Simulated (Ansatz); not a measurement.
Zn:

```
Zn
1.0
     2.71765    0.00000    0.00000
    -0.90588    2.56223    0.00000
    -0.90588   -1.28111    2.21895
Zn
1
Direct
  0.00000 0.00000 0.00000
```

This isn't the form of Zn at room conditions, which is hcp.

The cell isn't the ideal one: the cell as VASP's run set it.

Base run:

```yaml
Program: Ansatz 0.2.0
Functional: RPBE
Potentials_or_basis: all-electron LAPW, scalar-relativistic
Cutoff: 253 eV (chosen from the basis error)
Basis_error_allowed: 0.001 eV/atom
k_mesh: 12 × 12 × 12
Occupations: gaussian, width 0.1 eV
Spin: no spin polarisation
```

Its results: band gap on the k mesh none (metal or under the smearing width); pressure 2.5 GPa.

Question: The run is repeated on the same cell with these changes: functional from RPBE to LDA; occupations from gaussian, width 0.1 eV to gaussian, width 0.02 eV. What comes out?

Answer: Band gap on the k mesh none (metal or under the smearing width); pressure -8.3 GPa.
